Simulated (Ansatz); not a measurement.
# La2O3 (P321) in Ansatz: a series of runs

Aim: see how the results for La2O3 move with the level of theory and the settings. Levels: PBEsol, LDA. Tasks: band structure.

Program: Ansatz 0.2.0. These are calculated values, not measurements. Logs are shortened: lines on timing, memory, paths and dates and some standing lists are left out, and cuts for length are marked.

### 1 Starting point

The structure is trigonal, space group P321 (No. 150). The conventional cell has a = 6.370 Å, b = 6.370 Å, c = 3.290 Å, α = 90.00°, β = 90.00°, γ = 120.00°. Around La (site symmetry 3) lie 6 O at 2.46 to 2.47 Å. Around O (site symmetry 2) lie 4 La at 2.46 to 2.47 Å.

The cell comes from a database or a generator and needn't be the stable form of this composition.

### 2 Band structure, PBEsol

Input file input.yaml:

```yaml
crystal:
  lattice:
    - [6.3702727145, 0.0, 0.0]
    - [-3.1851363572, 5.5168179998, 0.0]
    - [0.0, 0.0, 3.2898942108]
  atoms:
    - { symbol: La, position: [0.6666666667, 0.3333333333, 0.498103] }
    - { symbol: La, position: [0.3333333333, 0.6666666667, 0.501897] }
    - { symbol: O, position: [0.504607, 0.0, 0.0] }
    - { symbol: O, position: [0.0, 0.504607, 0.0] }
    - { symbol: O, position: [0.495393, 0.495393, 0.0] }
kpoints:
  mp_grid: { grid: [5, 5, 8] }
  band_path:
    path:
      - [0.0, 0.0, 0.0]
      - [0.5, 0.0, 0.0]
      - [0.3333333333, 0.3333333333, 0.0]
      - [0.0, 0.0, 0.0]
      - [0.0, 0.0, 0.5]
      - [0.5, 0.0, 0.5]
      - [0.3333333333, 0.3333333333, 0.5]
      - [0.0, 0.0, 0.5]
    npoints: 10
scf:
  occupations: { method: fermi_dirac, width: 0.05 }
hamiltonian:
  xc: pbesol
  pseudopotentials: { kind: all_electron, lapw: { basis_error: 0.002 } }
output:
  forces: true
  stress: true
  eigenvalues: true
```

Potentials or basis: all-electron LAPW, scalar-relativistic.

On the command line:

```sh
ansatz run input.yaml --threads 4 --pin off --max-ram 14336MiB --backend cpu --events-out ev --progress --plain --runs-dir out
```

The program printed:

```text
Warning: RAYON_NUM_THREADS=4 ignored (pool sized by the plan → 4); use --threads N
LAPW: plane waves up to 7.817 Å⁻¹, error target 2.0e-3 eV per atom; small_component_spin mean_spin; O in spheres of 1.143 Å, 6 of its electrons in bands, Dirac shells []; La in spheres of 1.320 Å, 29 of its electrons in bands, Dirac shells [] (how accurate: hamiltonian.pseudopotentials.lapw.basis_error, Limitations)
Engine: ansatz 0.2.0, x86_64-unknown-linux-gnu
Pseudopotentials: kind: all_electron
Pseudopotential: La, LAPW, valence charge 29, lapw/all_electron/scalar/gaussian/La, Koelling and Harmon's equation, gaussian nucleus
Pseudopotential: O, LAPW, valence charge 6, lapw/all_electron/scalar/gaussian/O, Koelling and Harmon's equation, gaussian nucleus
Functional definition: PBEsol
  exchange = pbesol_x
  correlation = pbesol_c
Crystal: 5 atoms, lattice volume = 115.619 Å³
Basis set: ecut = 232.80942877874864 eV, 915 PW (Γ), exchange–correlation at level 2
Bands: 46, of which v1, the nominal top of the filled ones, is band 38 counted from 1 (37 counted from 0)
Symmetry: 6 space group operations
Space group: P321 (ITA 150), of the structure as read, at distance tolerance 4.9e-5 Å
k-points: 31 of 200 (time reversal used)
Non-local potential: La, projectors of the file, none
Non-local potential: O, projectors of the file, none
Initial density: superposition of atomic densities (chi_scale 0.1, normalization cell, long waves kept (reshape's long-wave potential 0.01 eV rms))
Initial wavefunctions: plane waves of lowest kinetic energy (no species holds an atomic orbital)
Functional: x = pbesol(κ = 0.804, μ = 0.12345679012345678), c = pbesol(β = 0.046)
iter 1 solved again at ethr=1.43e-2 eV; its pass at ethr=1.00e-1 eV (dr2=1.09e1 eV) is discarded
SCF iter   1: F=—  HF=-468179.461372 eV  |F-HF|=—  |Δ(HF+E_count)|=         —  Δρ=7.34e-2  dr2=1.09e1  ethr=1.43e-2  ⟨swp⟩=2.0  Hψ=10006  notcnv=0
preconditioner: auto → Resta (q_TF=auto, 2.544 Å⁻¹)  ε∞=3.2  [insulator: Δε(μ)=4.333 eV  Ē_g=14.126 eV  σ=0.050 eV  W_gap=1.00  n_scr=32 (ndim 8)  ℏωp=20.7 eV  f_vac=0.201  D(μ)=0.00/eV (n_scr^D=0)  ε∞_Penn≈3.2]
SCF iter   2: F=—  HF=-468175.120460 eV  |F-HF|=—  |Δ(HF+E_count)|=    4.34e0  Δρ=3.06e-2  dr2=2.16e0  ethr=1.43e-2  ⟨swp⟩=3.2  Hψ=4922  notcnv=0
preconditioner: auto → none  [metal: Δε(μ)=0.060 eV  Ē_g=11.108 eV  σ=0.050 eV  W_gap=0.28  n_scr=32 (ndim 8)  ℏωp=20.7 eV  f_vac=0.249  D(μ)=0.12/eV (n_scr^D=0)]
SCF iter   3: F=—  HF=-468172.774592 eV  |F-HF|=—  |Δ(HF+E_count)|=    2.35e0  Δρ=1.95e-2  dr2=9.65e-1  ethr=2.84e-3  ⟨swp⟩=3.7  Hψ=5328  notcnv=0
iter 4 solved again at ethr=8.52e-5 eV; its pass at ethr=1.27e-3 eV (dr2=6.47e-2 eV) is discarded
SCF iter   4: F=—  HF=-468172.616316 eV  |F-HF|=—  |Δ(HF+E_count)|=         —  Δρ=5.52e-3  dr2=6.47e-2  ethr=8.52e-5  ⟨swp⟩=2.0  Hψ=8092  notcnv=0
the basis was enlarged: its passes take 416.3 KiB over the memory plan, 4 of 4 planned eigensolver slots
SCF iter   5: F=—  HF=-468172.566432 eV  |F-HF|=—  |Δ(HF+E_count)|=   4.99e-2  Δρ=2.34e-3  dr2=1.02e-2  ethr=8.51e-5  ⟨swp⟩=3.0  Hψ=4995  notcnv=0
SCF iter   6: F=—  HF=-468172.560106 eV  |F-HF|=—  |Δ(HF+E_count)|=   6.33e-3  Δρ=3.14e-4  dr2=1.61e-4  ethr=1.35e-5  ⟨swp⟩=3.0  Hψ=4907  notcnv=0
SCF iter   7: F=—  HF=-468172.560095 eV  |F-HF|=—  |Δ(HF+E_count)|=   1.12e-5  Δρ=5.58e-5  dr2=6.29e-6  ethr=2.11e-7  ⟨swp⟩=3.0  Hψ=4800  notcnv=0
SCF iter   8: F=—  HF=-468172.560110 eV  |F-HF|=—  |Δ(HF+E_count)|=   1.57e-5  Δρ=1.88e-5  dr2=7.11e-7  ethr=8.28e-9  ⟨swp⟩=3.0  Hψ=4665  notcnv=0
SCF iter   9: F=-468172.560110 eV  HF=-468172.560110 eV  |F-HF|=1.47e-8  |Δ(HF+E_count)|=   3.05e-7  Δρ=1.97e-6  dr2=7.67e-9  ethr=9.35e-10  ⟨swp⟩=3.0  Hψ=4769  notcnv=0
SCF 1 converged in 9 iterations: F = -468172.560110 eV  dr2 = 7.67e-9
NSCF: frozen V_eff on 71 k-points
SCF converged after 9 iterations
Free energy (F): -468172.560110 eV
Harris-Foulkes:  -468172.560110 eV  (|F-HF|=1.47e-8)
Internal energy: -468172.560110 eV  (E = F + TS)
E sigma→0 (E₀):  -468172.560110 eV
Fermi energy:    8.348318 eV
--- Per-component energies (eV) ---
  E_band       = -5032.999714
  E_kinetic    = 499543.247233
  E_xc         = -11600.927466
  E_electrostatic = -956114.879877  (all electrons and nuclei)
  E_smearing   = -0.000000  (= −TS)
  E_closure    = 0.000000  (closes the sum)
  E_atoms      = -468130.244083  (free atoms, spherical and without spin; not in F)
  Σ components = -468172.560110   (vs F -468172.560110, Δ=0.00e0)
  Basis errors (estimates in eV, not in F): energy 9.9e-4 per atom: plane waves 9.1e-4 (5.5e-4 summed), levels above the bands 3.1e-34, relativity 1.2e-7, radial functions 7.9e-5, core shells 2.7e-7; eigenvalues (radial functions only) 4.4e-6; not estimated: angular momenta, meshes, grids; target (lapw.basis_error) 2.0e-3; muffin-tin radii O 1.143 Å, La 1.320 Å
--- Forces (eV/Å), atoms counted from 1 ---
  atom   1  La    -0.00000000    -0.00000000     0.00960366
  atom   2  La    -0.00000000     0.00000000    -0.00960366
  atom   3  O     -0.04418216     0.00000000    -0.00000000
  atom   4  O      0.02209108    -0.03826287    -0.00000000
  atom   5  O      0.02209108     0.03826287     0.00000000
  max |Σ_I F_I| component: 3.61e-19 eV/Å
--- Stress (GPa, compression-positive) ---
       -2.522516       0.000000      -0.000000
        0.000000      -2.522516      -0.000000
       -0.000000      -0.000000      -4.225968
  P = ⅓ Tr σ = -3.0903 GPa (-30.903 kbar)
--- Band table (eV; the first three rows and the last of 31) ---
  k-point 0: bands = ["-248.9465", "-248.9465", "-182.6465", "-182.6465", "-182.6465", "-182.6465", "-182.6186", "-182.6186", "-86.8087", "-86.8087", "-86.8087", "-86.8087", "-86.7943", "-86.7943", "-86.7792", "-86.7792", "-86.7792", "-86.7792", "-22.9503", "-22.7583", "-9.7284", "-9.7284", "-8.1108", "-6.4857", "-6.4857", "-5.7350", "-5.4180", "-4.6871", "-4.6871", "4.3790", "5.5154", "5.5154", "5.7198", "5.7198", "6.6024", "6.6024", "6.9048", "7.1173", "9.1264", "11.0467", "11.4776", "11.4776", "12.2556", "12.2662", "12.2662", "12.2689"]
  k-point 1: bands = ["-248.9465", "-248.9465", "-182.6465", "-182.6465", "-182.6465", "-182.6465", "-182.6186", "-182.6186", "-86.8087", "-86.8087", "-86.8087", "-86.8087", "-86.7942", "-86.7942", "-86.7792", "-86.7792", "-86.7792", "-86.7792", "-22.9034", "-22.7180", "-9.5962", "-9.5962", "-8.5724", "-6.4251", "-6.4249", "-5.8457", "-5.4302", "-4.9296", "-4.9294", "4.9609", "5.5762", "5.5780", "5.7738", "5.7757", "6.2931", "6.2934", "6.7256", "6.9578", "9.5694", "11.2582", "11.5933", "11.5934", "12.2038", "12.2212", "12.2212", "12.2736"]
  k-point 2: bands = ["-248.9465", "-248.9465", "-182.6465", "-182.6465", "-182.6465", "-182.6465", "-182.6186", "-182.6186", "-86.8087", "-86.8087", "-86.8087", "-86.8087", "-86.7939", "-86.7939", "-86.7793", "-86.7793", "-86.7793", "-86.7793", "-22.7866", "-22.6183", "-9.4329", "-9.2165", "-9.2164", "-6.7360", "-6.2726", "-6.2720", "-5.5658", "-5.5651", "-4.9262", "5.4239", "5.4250", "5.7589", "5.7594", "5.9316", "6.1140", "6.1146", "6.1882", "7.0915", "10.5416", "11.6454", "11.8007", "11.8009", "12.0044", "12.0712", "12.1316", "12.1317"]
  k-point 30: bands = ["-248.9465", "-248.9465", "-182.6465", "-182.6465", "-182.6465", "-182.6465", "-182.6186", "-182.6186", "-86.8087", "-86.8087", "-86.8087", "-86.8087", "-86.7935", "-86.7935", "-86.7794", "-86.7794", "-86.7794", "-86.7793", "-22.5567", "-22.5277", "-9.9304", "-9.6108", "-8.2867", "-6.8939", "-6.5541", "-6.3486", "-6.0191", "-5.9700", "-5.4446", "4.8521", "5.4579", "5.6379", "5.7068", "5.7806", "5.9592", "6.1259", "6.9105", "6.9219", "11.8396", "11.8683", "11.9179", "11.9684", "12.0072", "12.1000", "12.1576", "12.2298"]
```

It took 14 s on 4 threads of Intel Xeon 6975P-C (Granite Rapids), shared host; peak memory 0.55 GiB.

What came out:

```
Free energy             : -468172.5601 eV
Pressure                : -3.1 GPa
Largest force           : 0.044 eV/Å
Band gap on the k mesh  : 1.56 eV, indirect (least direct gap 2.01 eV)
Band gap along the path : 1.56 eV, indirect (least direct gap 2.01 eV)
```

Forces on the atoms (eV/Å):
```
La   0.000  0.000  0.010
La   0.000  0.000 -0.010
O   -0.044  0.000  0.000
O    0.022 -0.038  0.000
O    0.022  0.038  0.000
```

Levels at the corners of the path, in eV from the valence-band top:
```
point  band 36  band 37  band 38  band 39  band 40  band 41
    Γ    -0.97    -0.66    -0.45     1.56     3.48     3.91
    M    -1.13    -1.04    -0.91     2.62     3.45     4.15
    K    -1.28    -1.28    -0.96     3.09     3.09     4.13
    Γ    -0.97    -0.66    -0.45     1.56     3.48     3.91
    A    -1.12    -0.27     0.00     4.21     4.29     4.30
    L    -1.29    -0.63    -0.62     4.26     4.31     4.33
    H    -1.63    -0.67    -0.67     4.29     4.29     4.38
    A    -1.12    -0.27     0.00     4.21     4.29     4.30
```

Caveat: spin-orbit coupling is left out, which moves the levels of the heavy elements. Expect the measured gap to be larger: semilocal functionals such as PBEsol lack the derivative discontinuity.

### 3 Band structure, LDA

input.yaml: that of step 2 with these lines changed.

```diff
@@ -27,3 +27,3 @@
 hamiltonian:
-  xc: pbesol
+  xc: lda
   pseudopotentials: { kind: all_electron, lapw: { basis_error: 0.002 } }
```

Potentials or basis: all-electron LAPW, scalar-relativistic.

On the command line:

```sh
ansatz run input.yaml --threads 4 --pin off --max-ram 14336MiB --backend cpu --events-out ev --progress --plain --runs-dir out
```

Wall time 14 s (4 threads of Intel Xeon 6975P-C (Granite Rapids), shared host); peak memory 0.55 GiB.

It converged, with:

```
Free energy             : -467985.9654 eV
Pressure                : -5.2 GPa
Largest force           : 0.051 eV/Å
Band gap on the k mesh  : 1.49 eV, indirect (least direct gap 1.94 eV)
Band gap along the path : 1.49 eV, indirect (least direct gap 1.94 eV)
```

Forces in eV/Å, atoms in the order of the input:
```
La   0.000  0.000  0.009
La   0.000  0.000 -0.009
O   -0.051  0.000  0.000
O    0.025 -0.044  0.000
O    0.025  0.044  0.000
```

Stress tensor (GPa, compression positive):
```
-4.33  0.00  0.00
 0.00 -4.33  0.00
 0.00  0.00 -6.87
```

Levels at the corners of the path, in eV from the valence-band top:
```tsv
point	band 34	band 35	band 36	band 37	band 38	band 39	band 40	band 41	band 42	band 43
Γ	-1.86	-0.96	-0.96	-0.66	-0.45	1.49	3.35	3.87	3.87	4.64
M	-1.56	-1.56	-1.13	-1.04	-0.90	2.59	3.38	4.10	4.20	4.28
K	-1.31	-1.31	-1.28	-1.28	-0.95	3.06	3.06	4.04	4.34	4.34
Γ	-1.86	-0.96	-0.96	-0.66	-0.45	1.49	3.35	3.87	3.87	4.64
A	-1.46	-1.12	-1.12	-0.26	0.00	4.16	4.19	4.24	4.30	4.32
L	-1.80	-1.56	-1.29	-0.63	-0.61	4.21	4.25	4.26	4.28	4.37
H	-1.68	-1.68	-1.62	-0.66	-0.66	4.24	4.24	4.32	4.32	4.40
A	-1.46	-1.12	-1.12	-0.26	0.00	4.16	4.19	4.24	4.30	4.32
```

Caveat: spin-orbit coupling is left out, which moves the levels of the heavy elements.
